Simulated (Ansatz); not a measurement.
Crystal: NaCl.

```
Cl Na
1.0
     0.00000    2.79406    2.79406
     2.79406    0.00000    2.79406
     2.79406    2.79406    0.00000
Cl Na
1 1
Cartesian
  2.7941 2.7941 2.7941
  0.0000 0.0000 0.0000
```

The cell is a database's computed one.

Base run:

- Program: Ansatz 0.2.0
- Functional: RPBE
- Potentials or basis: Ansatz PAW
- Cutoff: 420 eV (not typed: the program's choice for these potentials)
- k mesh: 8 × 8 × 8
- Occupations: fermi-dirac, width 0.05 eV
- Spin: no spin polarisation

Its results: band gap on the k mesh 5.54 eV, direct; pressure 3.5 GPa.

Problem. The run is repeated on the same cell with these changes: functional from RPBE to PBE. What comes out?

Solution. Band gap on the k mesh 5.22 eV, direct; pressure 1.5 GPa.

PBE binds more tightly than RPBE, so the same cell stands under less pressure.

Caveats: the PAW data sets come from PBE, with cores solved anew for the run's functional, which leaves a small shift of forces and pressure (some runs).
